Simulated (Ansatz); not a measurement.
Cost and result for the equilibrium volume of MoS2

```cif
data_structure
_symmetry_space_group_name_H-M 'P 1'
_symmetry_Int_Tables_number 1
_cell_length_a 3.1690
_cell_length_b 3.1690
_cell_length_c 12.3240
_cell_angle_alpha 90.000
_cell_angle_beta 90.000
_cell_angle_gamma 120.000
_cell_volume 107.18
loop_
_atom_site_label
_atom_site_type_symbol
_atom_site_fract_x
_atom_site_fract_y
_atom_site_fract_z
_atom_site_occupancy
Mo1 Mo 0.66667 0.33333 0.75000 1
Mo2 Mo 0.33333 0.66667 0.25000 1
S1 S 0.66667 0.33333 0.37700 1
S2 S 0.33333 0.66667 0.87700 1
S3 S 0.66667 0.33333 0.12300 1
S4 S 0.33333 0.66667 0.62300 1
```

| rung | level | program and potentials | cutoff (eV) | k mesh | core time | chip | equilibrium volume (Å³/atom) | notes |
| --- | --- | --- | --- | --- | --- | --- | --- | --- |
| LDA | SVWN5 | Ansatz, Ansatz PAW | 420 | 10 × 10 × 3 | 26 s | Arm Neoverse V1 | 16.98 | potentials made for PBE, which Ansatz adapts in part |
| LDA | LDA | Ansatz, Ansatz PAW | 420 | 10 × 10 × 3 | 63 s | Intel Xeon Skylake/Cascade Lake | 16.99 | potentials made for PBE, which Ansatz adapts in part |
| GGA | PBEsol | Ansatz, Ansatz PAW | 420 | 10 × 10 × 3 | 65 s | Intel Xeon Skylake/Cascade Lake | 17.91 | potentials made for PBE, which Ansatz adapts in part |
| GGA + dispersion | PBE+D4 | Ansatz, Ansatz PAW | 420 | 10 × 10 × 3 | 68 s | Intel Xeon Skylake/Cascade Lake | 17.46 | - |
| GGA + dispersion | PBE+D3(BJ) | Ansatz, Ansatz PAW | 420 | 10 × 10 × 3 | 69 s | Intel Xeon Skylake/Cascade Lake | 17.31 | - |
| GGA + dispersion | revPBE+D4 | Ansatz, Ansatz PAW | 420 | 10 × 10 × 3 | 72 s | Intel Xeon Skylake/Cascade Lake | 16.78 | potentials made for PBE, which Ansatz adapts in part |
| GGA + dispersion | BLYP+D3(BJ) | Ansatz, Ansatz PAW | 420 | 10 × 10 × 3 | 73 s | Intel Xeon Skylake/Cascade Lake | 17.27 | potentials made for PBE, which Ansatz adapts in part |
| GGA + dispersion | PBEsol+D3(BJ) | Ansatz, Ansatz PAW | 420 | 10 × 10 × 3 | 73 s | Intel Xeon Skylake/Cascade Lake | (a) | potentials made for PBE, which Ansatz adapts in part |
| GGA + dispersion | revPBE+D3(BJ) | Ansatz, Ansatz PAW | 420 | 10 × 10 × 3 | 76 s | Intel Xeon Skylake/Cascade Lake | (b) | potentials made for PBE, which Ansatz adapts in part |
| GGA + dispersion | PBEsol+D4 | Ansatz, Ansatz PAW | 420 | 10 × 10 × 3 | 77 s | Intel Xeon Skylake/Cascade Lake | 16.78 | potentials made for PBE, which Ansatz adapts in part |
| GGA + dispersion | RPBE+D4 | Ansatz, Ansatz PAW | 420 | 10 × 10 × 3 | 77 s | Intel Xeon Skylake/Cascade Lake | 16.70 | potentials made for PBE, which Ansatz adapts in part |
| GGA + dispersion | BLYP+D4 | Ansatz, Ansatz PAW | 420 | 10 × 10 × 3 | 78 s | Intel Xeon Skylake/Cascade Lake | (c) | potentials made for PBE, which Ansatz adapts in part |

Times are single runs on shared hosts and different chips, so they are rough; meshes, cutoffs and the tasks' sizes weigh on the time. Task: relaxation of cell and atoms. All rows: no spin polarisation. Meshes are those of the run's cell of 6 atoms unless a note names another. Relaxations start from the cell shown or near it and stop with a little pressure left. Runs on faulty files, with rough fits or with known faults for this quantity aren't shown. No row holds spin-orbit coupling.

Task: Estimate the values left out from the other rows.

Result: (a) 16.33 Å³/atom; (b) 16.55 Å³/atom; (c) 17.67 Å³/atom.
